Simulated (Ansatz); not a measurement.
# Ge: the cell at several levels of theory

The task here is to estimate one member of a computed series from the others.

Program: Ansatz 0.2.0. PAW datasets, plane waves, zero pressure. Spin-unpolarised throughout; all numbers are computed.

## Starting point

The symmetry is P4_32_12 (No. 96, tetragonal); a = 5.930 Å, c = 6.980 Å in the conventional setting, 20.45 Å³ an atom. Around Ge lie 4 Ge at 2.44–2.55 Å.

Coordinates:

```xyz
12
Lattice="5.9300 0.0000 0.0000 0.0000 5.9300 0.0000 0.0000 0.0000 6.9800" Properties=species:S:1:pos:R:3 pbc="T T T"
Ge    0.4447    0.4447    0.0000
Ge    2.5202    3.4097    5.2350
Ge    5.4852    5.4852    3.4900
Ge    3.4097    2.5202    1.7450
Ge    0.9885    2.2237    1.7450
Ge    0.7412    3.9535    0.0000
Ge    4.9415    3.7062    5.2350
Ge    5.1887    1.9765    3.4900
Ge    3.9535    0.7412    0.0000
Ge    3.7062    4.9415    1.7450
Ge    1.9765    5.1887    3.4900
Ge    2.2237    0.9885    5.2350
```

Set-up of the first run:

Contents of input.yaml:

```yaml
crystal:
  lattice:
    - [5.93, 0.0, 0.0]
    - [0.0, 5.93, 0.0]
    - [0.0, 0.0, 6.98]
  atoms:
    - { symbol: Ge, position: [0.075, 0.075, 0.0] }
    - { symbol: Ge, position: [0.425, 0.575, 0.75] }
    - { symbol: Ge, position: [0.925, 0.925, 0.5] }
    - { symbol: Ge, position: [0.575, 0.425, 0.25] }
    - { symbol: Ge, position: [0.1667, 0.375, 0.25] }
    - { symbol: Ge, position: [0.125, 0.6667, 0.0] }
    - { symbol: Ge, position: [0.8333, 0.625, 0.75] }
    - { symbol: Ge, position: [0.875, 0.3333, 0.5] }
    - { symbol: Ge, position: [0.6667, 0.125, 0.0] }
    - { symbol: Ge, position: [0.625, 0.8333, 0.25] }
    - { symbol: Ge, position: [0.3333, 0.875, 0.5] }
    - { symbol: Ge, position: [0.375, 0.1667, 0.75] }
kpoints:
  mp_grid: { grid: [4, 4, 4] }
hamiltonian:
  xc: pbe
scf:
  occupations: { method: fermi_dirac, width: 0.02 }
relax:
  f_tol: 0.005
  cell: {}
```

The run is started by

```sh
> ansatz run input.yaml --threads 8 --pin off --max-ram 20275MiB --backend cpu --events-out ev --progress --plain --runs-dir out
```

Steps of the session up to this table: PBE: cell and atoms; r2SCAN: cell and atoms; PBEsol: cell and atoms; LDA: cell and atoms.

One table of the session follows, with a row left open; its other results are not shown here.

| level | a (Å) | c (Å) | volume (Å³/atom) |
| --- | --- | --- | --- |
| PBE | ? | ? | ? |
| r2SCAN | 5.947 | 7.101 | 20.932 |
| PBEsol | 5.921 | 6.998 | 20.447 |
| LDA | 5.870 | 6.941 | 19.932 |

Estimate the missing values for PBE.

As computed: a (Å): 6.015; c (Å): 7.163; volume (Å³/atom): 21.595. In the column «a (Å)» it is the highest.

In words: From the start to the first minimum the volume moved by +5.6 %. The volume runs from LDA (least) to PBE (most), a spread of 8.3 %, or 2.7 % in length if all axes shared it alike.
